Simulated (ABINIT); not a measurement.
**Al2O3 (Corundum): band structure with r2SCAN**

**The experiment to reproduce.**

From “Multi-petahertz electron interference in Cr:Al2O3 solid-state material”, 2018, pmc:5906618, for a bulk crystal of Al2O3: band gap 8.7 eV (optical).

The system is Al2O3 (Corundum).

```
CELL_PARAMETERS angstrom
2.38025 1.37424 4.33187
-2.38025 1.37424 4.33187
0.00000 -2.74848 4.33187
ATOMIC_POSITIONS crystal
Al 0.85216 0.85216 0.85216
Al 0.64784 0.64784 0.64784
Al 0.14784 0.14784 0.14784
Al 0.35216 0.35216 0.35216
O 0.05668 0.75000 0.44332
O 0.75000 0.44332 0.05668
O 0.44332 0.05668 0.75000
O 0.94332 0.25000 0.55668
O 0.25000 0.55668 0.94332
O 0.55668 0.94332 0.25000
```

```
Program             : ABINIT 10.8.3 (patched build)
Task                : band structure
Functional          : r2SCAN
Potentials or basis : JTH PAW PBE v2.0
Cutoff              : 762 eV
k mesh              : 4 × 4 × 4
Occupations         : fermi-dirac, width 0.05 eV
Spin                : no spin polarisation
Fine-grid cutoff    : 1360.57 eV
```

The pressure is -0.5 GPa, the largest force is 0.038 eV/Å and the band gap on the k mesh is 7.10 eV, direct. The band gap along the path is 7.10 eV, direct. The valence electrons inside the program's atomic spheres are Al 0.84; O 4.71.

Forces on the atoms (eV/Å):
```
Al   0.000  0.000 -0.026
Al   0.000  0.000  0.026
Al   0.000  0.000  0.026
Al   0.000  0.000 -0.026
O   -0.019 -0.033  0.000
O   -0.019  0.033  0.000
O    0.038  0.000  0.000
O    0.019  0.033  0.000
O    0.019 -0.033  0.000
O   -0.038  0.000  0.000
```

Levels at the corners of the path, in eV from the valence-band top:
```csv
point,band 20,band 21,band 22,band 23,band 24,band 25,band 26,band 27,band 28,band 29
Γ,-0.52,-0.52,-0.06,-0.06,0.00,7.10,10.08,11.84,12.57,12.57
L,-1.35,-0.94,-0.94,-0.29,-0.29,10.41,10.41,10.64,10.64,12.81
B1,-1.21,-0.87,-0.87,-0.53,-0.53,10.68,10.68,11.09,11.09,11.61
```

Run time: 7.7 min on 1 thread of AMD EPYC 7R43 64-Core Processor (Zen 3), on a shared host, peak memory 0.32 GiB.

A measured gap of Al2O3 is 8.7 eV (optical; quoted in “Multi-petahertz electron interference in Cr:Al2O3 solid-state material”, 2018, pmc:5906618); the calculated 7.10 eV misses it by -1.60 eV. The value is that of r2SCAN, without temperature or zero-point motion.

Caveat: the PAW data sets were made with another functional, which shifts forces and pressure a little.
